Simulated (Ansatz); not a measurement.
How an unstable MgB2 structure lowers its energy

Theory: DFT PBE, scalar-relativistic, plane waves, PAW in Ansatz. Settings: cutoff 420 eV, Γ-centred meshes no coarser than 0.19 Å⁻¹ for metals and 0.3 Å⁻¹ for insulators (2π included), Gaussian smearing.

The start was the tetragonal zirconia type (P4_2/nmc, No. 137), relaxed within its symmetry, which ended in I4/mmm (No. 139). A cell of 6 atoms (2 times the primitive one) was then disturbed at random, relaxed without symmetry and relaxed once more on a fine mesh. The k mesh leaves about 4 meV/atom of noise in metals.

Before:

```cif
data_structure
_symmetry_space_group_name_H-M 'I4/mmm'
_symmetry_Int_Tables_number 139
_cell_length_a 2.8449
_cell_length_b 2.8449
_cell_length_c 7.8709
_cell_angle_alpha 90.000
_cell_angle_beta 90.000
_cell_angle_gamma 90.000
_cell_volume 63.70
loop_
_atom_site_label
_atom_site_type_symbol
_atom_site_symmetry_multiplicity
_atom_site_Wyckoff_symbol
_atom_site_fract_x
_atom_site_fract_y
_atom_site_fract_z
_atom_site_occupancy
Mg1 Mg 2 a 0.00000 0.00000 0.00000 1
B1 B 4 d 0.00000 0.50000 0.25000 1
```

After:

```
Mg B
1.0
     3.07539    0.00000    0.00000
    -1.53769    2.66337    0.00000
     0.00000    0.00000    3.52453
Mg B
1 2
Cartesian
  0.0000 0.0000 0.0000
  0.0000 1.7756 1.7623
  1.5377 0.8878 1.7623
```

Is this a distortion of the same structure or a reconstruction, and what lowers the energy?

A reconstruction, from I4/mmm (No. 139) to P6/mmm (No. 191). Each Mg has on average 8 Mg contacts in place of 4, longer on average (2.84 → 3.19 Å); each B has on average 6 Mg contacts in place of 4, longer on average (2.43 → 2.50 Å); B–B bonds form, at 1.78 Å where the closest pair was 2.01 Å apart. The result is the AlB2 structure.

What does it gain?

1005 meV/atom, with the volume going from 10.62 to 9.62 Å³/atom. Against the elements the energy goes from 0.87 to -0.13 eV/atom.

Cost: 4 runs of about 5.4 core-minutes in all, on Intel Xeon 6975P-C (Granite Rapids) (shared hosts).